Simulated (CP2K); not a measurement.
Runs of CP2K 2026.2 on KCl (Sylvite). It takes space group Fm-3m (No. 225, cubic). The conventional cell has a = 6.293 Å, b = 6.293 Å, c = 6.293 Å, α = 90.00°, β = 90.00°, γ = 90.00°. K (site symmetry m-3m) has 6 Cl at 3.15 Å as nearest neighbours. Around Cl (site symmetry m-3m) lie 6 K at 3.15 Å. 

```csv
level,cutoff of the non-local correlation (Ry),gap on the mesh (eV),pressure (GPa)
vdW-DF-cx,300,5.23,(a)
LDA,-,4.69,(b)
optB88-vdW,300,5.05,-0.4
PBEsol,-,4.98,-0.3
vdW-DF2,300,4.92,0.4
```

Alike in all rows: task band structure; potentials or basis POTENTIAL_UZH K GTH-PBE-q9, Cl GTH-PBE-q7; TZVP-MOLOPT-PBE-GTH basis; no spin polarisation; cell as given; k mesh 7 × 7 × 7; smearing fermi-dirac 0.05 eV.

**Question.** Fill in the values left out.

**Answer.** (a) 0.1; (b) -1.7.

Caveats: the potentials were made for another functional, which shifts forces and pressure; the basis of atomic orbitals isn't converged, which shifts pressures, moduli and gaps.

Runs at the PBE level aren't shown here.
